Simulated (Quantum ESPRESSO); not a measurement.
# SiC (Moissanite) (P6_3mc) in Quantum ESPRESSO: settings compared, part 2 of 3

Quantum ESPRESSO 7.5.

### 3 Phonons, RPBE

Input file pw.in:

```
&CONTROL
  calculation = 'scf'
  prefix = 'pwscf'
  outdir = './tmp'
  pseudo_dir = './pseudo'
  tprnfor = .true.
  tstress = .true.
  disk_io = 'low'
/
&SYSTEM
  ibrav = 0
  celldm(1) = 8
  nat = 4
  ntyp = 2
  ecutwfc = 82
  nbnd = 14
  input_dft = 'rpbe'
  occupations = 'smearing'
  smearing = 'fd'
  degauss = 0.00367493
/
&ELECTRONS
  conv_thr = 8d-10
  electron_maxstep = 120
  mixing_beta = 0.5
/
ATOMIC_SPECIES
Si    28.0850 Si.upf
C     12.0110 C.upf
CELL_PARAMETERS alat
  0.7265996949186   0.0000000000000   0.0000000000000
 -0.3632998474593   0.6292537941719   0.0000000000000
  0.0000000000000   0.0000000000000   1.1924171846389
ATOMIC_POSITIONS crystal
Si     0.6666666667    0.3333333333    0.5000000000
Si     0.3333333333    0.6666666667    0.0000000000
C      0.6666666667    0.3333333333    0.8850000000
C      0.3333333333    0.6666666667    0.3850000000
K_POINTS automatic
6 6 4 0 0 1
```

Input file relax.in:

```
&CONTROL
  calculation = 'vc-relax'
  prefix = 'pwscf'
  outdir = './tmp'
  pseudo_dir = './pseudo'
  tprnfor = .true.
  tstress = .true.
  disk_io = 'low'
  nstep = 40
  forc_conv_thr = 0.0001
  etot_conv_thr = 1d-06
/
&SYSTEM
  ibrav = 0
  celldm(1) = 8
  nat = 4
  ntyp = 2
  ecutwfc = 82
  nbnd = 14
  input_dft = 'rpbe'
  occupations = 'smearing'
  smearing = 'fd'
  degauss = 0.00367493
/
&ELECTRONS
  conv_thr = 8d-10
  electron_maxstep = 120
  mixing_beta = 0.5
/
&IONS
  ion_dynamics = 'bfgs'
/
&CELL
  cell_dynamics = 'bfgs'
  press = 0
  press_conv_thr = 0.2
/
ATOMIC_SPECIES
Si    28.0850 Si.upf
C     12.0110 C.upf
CELL_PARAMETERS alat
  0.7265996949186   0.0000000000000   0.0000000000000
 -0.3632998474593   0.6292537941719   0.0000000000000
  0.0000000000000   0.0000000000000   1.1924171846389
ATOMIC_POSITIONS crystal
Si     0.6666666667    0.3333333333    0.5000000000
Si     0.3333333333    0.6666666667    0.0000000000
C      0.6666666667    0.3333333333    0.8850000000
C      0.3333333333    0.6666666667    0.3850000000
K_POINTS automatic
6 6 4 0 0 1
```

Input file scf2.in:

```
&CONTROL
  calculation = 'scf'
  prefix = 'pwscf'
  outdir = './tmp'
  pseudo_dir = './pseudo'
  tprnfor = .true.
  tstress = .true.
  disk_io = 'low'
/
&SYSTEM
  ibrav = 0
  celldm(1) = 8
  nat = 4
  ntyp = 2
  ecutwfc = 82
  nbnd = 14
  input_dft = 'rpbe'
  occupations = 'fixed'
/
&ELECTRONS
  conv_thr = 1d-13
  electron_maxstep = 120
  mixing_beta = 0.5
  startingpot = 'file'
  startingwfc = 'file'
/
ATOMIC_SPECIES
Si    28.0850 Si.upf
C     12.0110 C.upf
CELL_PARAMETERS alat
  0.7314251165150  -0.0000000000000   0.0000000000000
 -0.3657125582575   0.6334327318680   0.0000000000000
  0.0000000000000   0.0000000000000   1.1999542739028
ATOMIC_POSITIONS crystal
Si     0.6666666666    0.3333333332    0.5045432502
Si     0.3333333332    0.6666666666    0.0045432502
C      0.6666666666    0.3333333332    0.8804567498
C      0.3333333332    0.6666666666    0.3804567498
K_POINTS automatic
6 6 4 0 0 1
```

Input file ph.in:

```
phonons of SiC
&INPUTPH
  prefix = 'pwscf'
  outdir = './tmp'
  tr2_ph = 1d-18
  fildyn = 'dyn'
  niter_ph = 90
  alpha_mix(1) = 0.7
  epsil = .true.
/
0.0000000000 0.0000000000 0.0000000000
```

Input file dynmat.in:

```
&INPUT
  fildyn = 'dyn'
  asr = 'crystal'
  lperm = .true.
  filout = 'dynmat.disp'
  fileig = 'dynmat.eig'
/
```

Input file dynmat_lo.in:

```
&INPUT
  fildyn = 'dyn'
  asr = 'crystal'
  filout = 'dynmat_lo.disp'
  fileig = 'dynmat_lo.eig'
  q(1) = 0
  q(2) = 0
  q(3) = 1
/
```

Potentials or basis: PseudoDojo 0.4.1 SR PBE standard.

The run is started by

```console
$ OMP_NUM_THREADS=1 mpirun -n 4 pw.x -nk 2 -in pw.in > pw.out
$ OMP_NUM_THREADS=1 mpirun -n 4 pw.x -nk 2 -in relax.in > relax.out
$ OMP_NUM_THREADS=1 mpirun -n 4 pw.x -nk 2 -in scf2.in > scf2.out
$ OMP_NUM_THREADS=1 mpirun -n 4 ph.x -nk 2 -in ph.in > ph.out
$ OMP_NUM_THREADS=1 mpirun -n 1 dynmat.x -in dynmat.in > dynmat.out
$ OMP_NUM_THREADS=1 mpirun -n 1 dynmat.x -in dynmat_lo.in > dynmat_lo.out
```

pw.out:

```text
This program is part of the open-source Quantum ESPRESSO suite
     for quantum simulation of materials; please cite
         "P. Giannozzi et al., J. Phys.:Condens. Matter 21 395502 (2009);
         "P. Giannozzi et al., J. Phys.:Condens. Matter 29 465901 (2017);
         "P. Giannozzi et al., J. Chem. Phys. 152 154105 (2020);
     in publications or presentations arising from this work. More details at

     IMPORTANT: XC functional enforced from input :
     Exchange-correlation= RPBE
                           (   1   4  44   4   0   0   0)
     Any further DFT definition will be discarded
     Please, verify this is what you really want

     Message from routine setup:
     using ibrav=0 with symmetry is DISCOURAGED, use correct ibrav instead

     K-points division:     npool     =       2
     Subspace diagonalization in iterative solution of the eigenvalue problem:
     a serial algorithm will be used

[... 197 lines left out ...]
    -2.0507  -1.3863   1.1572   1.8371   6.6402   6.7762   7.5314   7.8201
    12.7636  13.1057  15.3258  15.4270  19.0056  20.5278

          k = 0.2294 0.3973 0.1048 (  3494 PWs)   bands (ev):
[... 26 lines left out ...]
    -1.1504  -1.1504   2.0508   2.0508   3.5344   4.5237   7.7377   7.7377
    14.5840  15.1025  15.1025  16.9356  20.0084  20.0084

     the Fermi energy is    10.7728 ev

!    total energy              =     -41.09100171 Ry
     estimated scf accuracy    <          2.6E-10 Ry
     smearing contrib. (-TS)   =      -0.00000000 Ry
     internal energy E=F+TS    =     -41.09100171 Ry

     The total energy is F=E-TS. E is the sum of the following terms:
     one-electron contribution =      11.07267046 Ry
     hartree contribution      =       4.77752712 Ry
     xc contribution           =     -15.15201009 Ry
     ewald contribution        =     -41.78918921 Ry

     convergence has been achieved in   9 iterations

     Forces acting on atoms (cartesian axes, Ry/au):

     atom    1 type  1   force =     0.00000000   -0.00000000    0.02936348
     atom    2 type  1   force =     0.00000000    0.00000000    0.02936348
     atom    3 type  2   force =     0.00000000    0.00000000   -0.02936348
     atom    4 type  2   force =     0.00000000    0.00000000   -0.02936348

     Total force =     0.058727     Total SCF correction =     0.000002

     Computing stress (Cartesian axis) and pressure

          total   stress  (Ry/bohr**3)                   (kbar)     P=       45.40
   0.00042243  -0.00000000   0.00000000           62.14       -0.00        0.00
   0.00000000   0.00042243   0.00000000            0.00       62.14        0.00
   0.00000000   0.00000000   0.00008107            0.00        0.00       11.93

=------------------------------------------------------------------------------=
   JOB DONE.
=------------------------------------------------------------------------------=
```

scf2.out:

```text
This program is part of the open-source Quantum ESPRESSO suite
     for quantum simulation of materials; please cite
         "P. Giannozzi et al., J. Phys.:Condens. Matter 21 395502 (2009);
         "P. Giannozzi et al., J. Phys.:Condens. Matter 29 465901 (2017);
         "P. Giannozzi et al., J. Chem. Phys. 152 154105 (2020);
[... 234 lines left out ...]
  -0.00000000   0.00000120   0.00000000           -0.00        0.18        0.00
   0.00000000   0.00000000   0.00000127            0.00        0.00        0.19

=------------------------------------------------------------------------------=
   JOB DONE.
=------------------------------------------------------------------------------=
```

It took 4.3 min on 4 MPI ranks of Intel Xeon at 2.50GHz (Skylake/Cascade Lake), shared host; peak memory 0.28 GiB.

What came out:

```
Free energy                                             : -559.1188 eV
Relaxed volume                                          : 10.55 Å³/atom
Relaxed cell                                            : a = 3.096 Å, b = 3.096 Å, c = 5.080 Å, α = 90.00°, β = 90.00°, γ = 120.00°
Space group after relaxing (to 0.05 Å)                  : P6_3mc (No. 186)
Pressure after relaxing                                 : 0.0 GPa
Electronic dielectric tensor (diagonal)                 : 7.28, 7.28, 7.30
Born charges (mean of the diagonal)                     : Si +2.68; C -2.78 e
Highest phonon frequency at Γ, LO-TO splitting left out : 814 cm⁻¹
Static dielectric tensor (diagonal)                     : 10.56, 10.56, 11.30
```

Step by step:
```csv
step,energy change (eV),largest force (eV/Å),pressure (GPa),volume (Å³)
1,0.0000,0.7550,4.54,41.36
2,-0.0417,0.1817,-0.75,42.33
3,-0.0461,0.0483,-0.29,42.24
4,-0.0468,0.0015,-0.01,42.18
5,-0.0468,0.0000,0.00,42.18
```

Final structure:
```yaml
crystal:
  lattice:
    - [3.09643, 0.00000, 0.00000]
    - [-1.54821, 2.68159, 0.00000]
    - [0.00000, 0.00000, 5.07991]
  atoms:
    - { symbol: Si, position: [0.66667, 0.33333, 0.50454] }
    - { symbol: Si, position: [0.33333, 0.66667, 0.00454] }
    - { symbol: C, position: [0.66667, 0.33333, 0.88046] }
    - { symbol: C, position: [0.33333, 0.66667, 0.38046] }
```

Phonon frequencies in cm⁻¹ (negative: imaginary):
```
              q point                                   frequencies
(0.000, 0.000, 0.000)  -1 -1 -1 259 259 582 741 741 749 778 778 814
```

Electronic dielectric tensor:
```
7.28 0.00 0.00
0.00 7.28 0.00
0.00 0.00 7.30
```

Born effective charge tensors (e):
atom 1, Si
```
2.61 0.00 0.00
0.00 2.61 0.00
0.00 0.00 2.83
```
atom 2, Si
```
2.61 0.00 0.00
0.00 2.61 0.00
0.00 0.00 2.83
```
atom 3, C
```
-2.74  0.00  0.00
 0.00 -2.74  0.00
 0.00  0.00 -2.85
```
atom 4, C
```
-2.74  0.00  0.00
 0.00 -2.74  0.00
 0.00  0.00 -2.85
```

Optical modes at Γ, degenerate ones joined, polar ones without the macroscopic field:
```
cm⁻¹  components  symmetry     active in  IR intensity, summed ((D/Å)²/amu)
 259           2        E2         Raman                               0.00
 582           1        B1        silent                               0.00
 741           2        E2         Raman                               0.00
 749           1        A1  IR and Raman                              44.30
 778           2        E1  IR and Raman                              78.46
 814           1        B1        silent                               0.00
```

Zone-centre frequencies without and with the macroscopic field along z (cm⁻¹):
```tsv
	optical modes in rising order
without	259 259 582 741 741 749 778 778 814
with the field	259 259 582 741 741 778 778 814 931
```

Static dielectric tensor, electrons and zone-centre modes:
```
10.56  0.00  0.00
 0.00 10.56  0.00
 0.00  0.00 11.30
```

Caveat: the mesh is thin for the dielectric tensor, Born charges and intensities, which usually come out too large; the potentials were made for another functional, which shifts forces and pressure; the Born charges break their sum rule by 0.19 e, a sign of too thin a mesh.

(Continued in part 3 of 3.)
